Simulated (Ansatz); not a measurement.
Crystal: TiAl.

```
Ti Al
1.0
     2.86726    0.00000    0.00000
    -1.43363    2.48312    0.00000
     0.00000    0.00000    4.67808
Ti Al
1 1
Direct
  0.00000 0.00000 0.00000
  0.33333 0.66667 0.50000
```

The cell comes from a database or a generator and needn't be the stable form of this composition.

| Item | Value |
| --- | --- |
| Program | Ansatz 0.2.0 |
| Task | relaxation of cell and atoms |
| Functional | PBEsol |
| Dispersion | D3(BJ)-ATM |
| Potentials or basis | Ansatz PAW |
| Cutoff | 420 eV (not typed: the program's choice for these potentials) |
| k mesh | 11 × 11 × 6 |
| Occupations | fermi-dirac, width 0.05 eV |
| Spin | no spin polarisation |

At the start: volume 16.65 Å³/atom.

How do energy, volume and symmetry change on relaxing?

It ends after 7 steps and the volume is 15.66 Å³/atom (-6.0 %); space group P-6m2 (No. 187, to 0.05 Å).

Step by step:
```
step  energy change (eV)  largest force (eV/Å)  volume (Å³)
   1              0.0000                0.0000        33.31
   2             -0.0147                0.0000        29.91
   3             -0.0432                0.0000        31.46
   4             -0.0435                0.0000        31.34
   5             -0.0431                0.0000        31.34
   6             -0.0432                0.0000        31.32
   7             -0.0431                0.0000        31.32
```

Final structure:
```yaml
crystal:
  lattice:
    - [2.81168, 0.00000, 0.00000]
    - [-1.40584, 2.43499, 0.00000]
    - [0.00000, 0.00000, 4.57516]
  atoms:
    - { symbol: Ti, position: [0.00000, 0.00000, 0.00000] }
    - { symbol: Al, position: [0.33333, 0.66667, 0.50000] }
```

Caveat: the plane-wave basis is chosen anew once the cell has moved, so the energies of steps on either side of that aren't comparable; pairwise dispersion overbinds metals, which lowers pressure and volume; the PAW data sets come from PBE, with cores solved anew for the run's functional, which leaves a small shift of forces and pressure.
